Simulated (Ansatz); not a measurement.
## Cs: XPS core lines

Cell: a computed structure from the Materials Project (it need not be an observed phase), atoms as given, repeated to a supercell; a hole's nearest image is 9.2 Å away.

```cif
data_Cs
_symmetry_space_group_name_H-M 'Pbcm'
_symmetry_Int_Tables_number 57
_cell_length_a 5.4771
_cell_length_b 9.9029
_cell_length_c 9.2071
_cell_angle_alpha 90.000
_cell_angle_beta 90.000
_cell_angle_gamma 90.000
loop_
_atom_site_label
_atom_site_type_symbol
_atom_site_symmetry_multiplicity
_atom_site_Wyckoff_symbol
_atom_site_fract_x
_atom_site_fract_y
_atom_site_fract_z
Cs1 Cs 4 d 0.7354 0.1070 0.2500
```

One atom of each set is listed; the run and its k-mesh use a cell of 8 atoms with edges of 10.95, 9.90, 9.21 Å.

All values are calculated (Ansatz; DFT, PBE, plane waves and PAW, scalar-relativistic, 420 eV cutoff, Γ-centred 3×3×3 k-points, Fermi–Dirac smearing 0.05 eV), not measured.

Each value is a total-energy difference between the cell with one core hole and the ground state (ΔSCF), counted from the Fermi energy. The valence electrons get no spin in the cell with the hole, so they can't polarise against the unpaired core electron; that puts absolute values high, by some tenths of an eV and in some cases by about 1 eV.

(1) What binding energies does the calculation give for Cs 3d?

Absolute PBE values can be off by an eV or more, and the 3d and 4f lines of heavy atoms by several eV. Multiplets, satellites and widths aren't calculated.

Results:

(1) 

```tsv
line	atom	first shell	E_B (eV)	j = l + ½ / j = l − ½ (eV)
Cs 3d	1	no neighbour within 4.6 Å	726.2	720.6 / 734.5
```

For p, d and f shells E_B is the weighted mean of the two lines, whose splitting comes from the free atom's Dirac orbitals.
